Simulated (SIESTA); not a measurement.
Runs of SIESTA 5.4.2 on SnSe. The cell holds a slab with vacuum, 4 atoms: a = 4.285 Å, b = 4.285 Å, c = 10.991 Å, α = 90.00°, β = 90.00°, γ = 90.00°. 

```csv
task,level,potentials or basis,k mesh,wannier functions,bands left out below,wannier mesh,V0 of scaled cells (Å³/atom),B0 (GPa),largest force (eV/Å)
equation of state,PBEsol,"PseudoDojo 0.4 standard (PBEsol files), DZP (energy shift 0.003 Ry; two zetas on semicore shells)",6 × 6 × 3,-,-,-,51.04,29,-
Wannier functions,PBEsol,"PseudoDojo 0.4 standard (PBEsol files), SZP (energy shift 0.003 Ry)",4 × 4 × 2,30,0,4 × 4 × 2,-,-,0.65
equation of state,LDA,"PseudoDojo 0.4 standard (LDA files), DZP (energy shift 0.003 Ry; two zetas on semicore shells)",6 × 6 × 3,-,-,-,49.79,30,-
band structure,PBEsol,"PseudoDojo 0.4 standard (PBEsol files), DZP (energy shift 0.003 Ry; two zetas on semicore shells)",6 × 6 × 3,-,-,-,-,-,(b)
band structure,LDA,"PseudoDojo 0.4 standard (LDA files), DZP (energy shift 0.003 Ry; two zetas on semicore shells)",6 × 6 × 3,-,-,-,-,-,(a)
```

Alike in all rows: no spin polarisation; cell as given; smearing fermi-dirac 0.05 eV; grid cutoff 500 Ry; energy shift 0.003 Ry.

Task: Fill in the values left out.

Result: (a) 0.26; (b) 0.38.

Caveats: the basis of atomic orbitals isn't converged, which shifts pressures, moduli and gaps; the cell was scaled at fixed shape and fractional positions, which overstates the stiffness of a crystal with free parameters, most of all of layers and chains (some runs).

Not every run made on this cell is shown here.
